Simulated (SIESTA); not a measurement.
Runs of SIESTA 5.4.2 on KF (Carobbiite). The structure is cubic, space group Fm-3m (No. 225). Conventional cell: a = 5.344 Å, b = 5.344 Å, c = 5.344 Å, α = 90.00°, β = 90.00°, γ = 90.00°. Around K (site symmetry m-3m) lie 6 F at 2.67 Å. F (site symmetry m-3m) is surrounded by 6 K at 2.67 Å. 

| task | level | potentials or basis | gap on the mesh (eV) | pressure (GPa) |
| --- | --- | --- | --- | --- |
| band structure | BLYP | PseudoDojo 0.4 standard (PBE files), DZP (energy shift 0.003 Ry; two zetas on semicore shells; d shell added on K) | (c) | (b) |
| band structure | LDA | PseudoDojo 0.4 standard (LDA files), DZP (energy shift 0.003 Ry; two zetas on semicore shells; d shell added on K) | (a) | -4.2 |
| band structure | vdW-DF-cx | PseudoDojo 0.4 standard (PBE files), DZP (energy shift 0.003 Ry; two zetas on semicore shells; d shell added on K) | 6.37 | -0.1 |
| band structure | PBEsol | PseudoDojo 0.4 standard (PBEsol files), DZP (energy shift 0.003 Ry; two zetas on semicore shells; d shell added on K) | 6.03 | -1.3 |
| band structure | AM05 | PseudoDojo 0.4 standard (PBEsol files), DZP (energy shift 0.003 Ry; two zetas on semicore shells; d shell added on K) | 6.14 | -0.1 |

Alike in all rows: no spin polarisation; cell as given; k mesh 9 × 9 × 9; smearing fermi-dirac 0.05 eV; grid cutoff 800 Ry; energy shift 0.003 Ry.

Estimate the missing entries.

(a) 5.78; (b) 1.9; (c) 6.19.

Caveats: the basis of atomic orbitals isn't converged, which shifts pressures, moduli and gaps; the potentials were made for another functional, which shifts forces and pressure (some runs).

